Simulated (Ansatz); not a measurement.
# LiH: a kink in the gap at zero strain

LiH, Fm-3m, a = 3.980 Å. Ansatz: PBEsol, PAW, 420 eV, Γ-centred 8×8×6 mesh on 4 atoms, Gaussian smearing 0.02 eV; no spin polarisation. Series: strain along c alone, the other axes held, atoms fixed by symmetry; x is the strain in per cent. The axes a, b, c are those of the computed cell (2.814, 2.814, 3.980 Å), along [1 1 0], [-1 1 0], [0 0 1] of the cell named above. The gap is sought over the whole zone.

```tsv
x (%)	gap y (eV)
-3.0	2.400
-2.0	2.510
-1.0	2.620
0.0	2.727
1.0	2.621
2.0	2.518
3.0	?
```

Question: Is one smooth curve through all rows a fair model? Fit what is, and predict the missing gap.

Answer: No: the slope next to zero is 10.7 eV per unit strain under compression and -10.6 under tension. An edge lies in valleys that are equivalent at zero strain; strain shifts them apart, and each sign of strain brings another set to the edge. Lines through each side, zero included: y = 2.727 − 0.1045 x (tension), y = 2.728 + 0.1091 x (compression). At x = 3.0 the first gives 2.413 eV. The run gave 2.419 eV, so the fit is 0.006 eV too low, a small miss on the scale of the series. The form still works here, 50 % of the fitted range beyond its end.

Semilocal functionals give gaps under the measured ones; changes of the gap mostly carry over better.